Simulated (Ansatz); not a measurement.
Theory: DFT PBE, scalar-relativistic, plane waves, PAW (Ansatz 0.2.0). Cutoff 420 eV, Γ-centred meshes of about 0.25 Å⁻¹ or finer for metals and 0.3 Å⁻¹ for insulators (2π included), Gaussian smearing. No spin polarisation.

All energies are static (0 K, no zero-point motion).

Two relaxed structures of Hf₂C₅:

1.

Space group C2/m (No. 12). a = 6.895 Å, b = 6.810 Å, c = 3.341 Å, α = 90.00°, β = 108.62°, γ = 90.00°
```csv
atom,site,symmetry,x,y,z
Hf,4i,m,0.7507,0.5000,0.7400
C,2a,2/m,0.0000,0.0000,0.0000
C,8j,1,0.0679,0.3052,0.6893
```

2.

Space group C2 (No. 5). a = 4.834 Å, b = 4.669 Å, c = 7.543 Å, α = 90.00°, β = 100.24°, γ = 90.00°
```
atom  site  symmetry       x       y       z
  Hf    4c         1  0.7860  0.6172  0.1447
   C    4c         1  0.7271  0.6167  0.8494
   C    4c         1  0.9515  0.1434  0.3236
   C    2b         2  0.0000  0.1365  0.5000
```

Problem. Which would you expect to be lower, and how large is the difference?

Solution. Cell 2 is lower, by 0.42 eV/atom. Cell 1 has space group C2/m (No. 12), 10.6 Å³/atom and no gap on its mesh; cell 2 has space group C2 (No. 5), 12.0 Å³/atom and no gap. Counting C atoms around Hf (those within 1.25 times the shortest such distance or 1.15 times the sum of covalent radii), cell 1 has Hf 10 and cell 2 has Hf 8. Cell 1 holds C–C pairs (shortest 1.31 Å); cell 2 holds C–C units of three or more atoms (shortest 1.31 Å). The lower one is the more open, so pressure narrows the difference. Even the lower one lies +0.04 eV/atom against the reference forms of the elements (uncorrected), so neither is stable at this level. Both come from trial cells of a structure search.

These runs have no spin–orbit coupling, which can matter for Hf. Cells relaxed within their symmetry can be saddle points.
